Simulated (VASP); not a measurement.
Crystal: ZnS.

```xyz
4
Lattice="3.7856 0.0000 0.0000 -1.8928 3.2784 0.0000 0.0000 0.0000 6.2125" Properties=species:S:1:pos:R:3 pbc="T T T"
Zn    0.0000    2.1856    0.0336
Zn    1.8928    1.0928    3.1399
S     0.0000    2.1856    2.3582
S     1.8928    1.0928    5.4644
```

Base run:

- Program: VASP 6.6.1
- Functional: TB-mBJ
- Potentials or basis: VASP PAW PBE potentials, release 64 (Zn, S)
- Cutoff: 520 eV
- k mesh: 9 × 9 × 5
- Occupations: gaussian, width 0.03 eV
- Spin: no spin polarisation

Its results: band gap on the k mesh 3.86 eV, direct.

**Question.** The run is repeated on the same cell with these changes: functional from TB-mBJ to LDA; potentials or basis from VASP PAW PBE potentials, release 64 (Zn, S) to VASP PAW LDA potentials, release 64 (Zn, S). What comes out?

**Answer.** Band gap on the k mesh 2.06 eV, direct.
